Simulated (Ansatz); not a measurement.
## Computed properties of BaS

```
CELL_PARAMETERS angstrom
0.00000 3.19375 3.19375
3.19375 0.00000 3.19375
3.19375 3.19375 0.00000
ATOMIC_POSITIONS crystal
Ba 0.00000 0.00000 0.00000
S 0.50000 0.50000 0.50000
```

Atom numbers follow the list: Ba1, S2.

The cell is COD entry 9008600, as deposited and not checked against the literature; nothing was relaxed.

Spin–orbit coupling is left out, though it moves levels of the heavy atoms by tenths of an eV or more.

All numbers are computed: DFT, PBE, all-electron LAPW, scalar-relativistic (Ansatz 0.2.0); DFT, PBE, PAW with Ansatz's default frozen-core files, scalar-relativistic (Ansatz 0.2.0).

For LAPW: a Γ-centred 7×7×7 k mesh, Fermi–Dirac smearing of 0.01 eV, basis error target 0.25 meV/atom, no spin polarisation. PAW takes a cutoff of 420 eV at this cell. The Ansatz runs share mesh, smearing and spin set-up. Values come from LAPW unless marked.

```yaml
Smallest_direct_gap_on_the_path: 2.31 eV
Volume_per_atom: 219.8 bohr³
```

**Question.** Pressure at this cell: what does the calculation give?

**Answer.** 0.83 GPa.

**Question.** Give the computed value. Bader charges (from the PAW run).

**Answer.** Ba1 +1.41, S2 -1.41 e.

**Question.** Give the computed value. Löwdin charges (with 0.28 e of the cell spilling out of the atomic basis, so their sizes and signs hang on that basis).

**Answer.** Ba1 1.61, S2 -1.33 e.

**Question.** Band gap: what does the calculation give?

**Answer.** 2.21 eV, indirect from Γ to X (0.5, 0, 0.5).
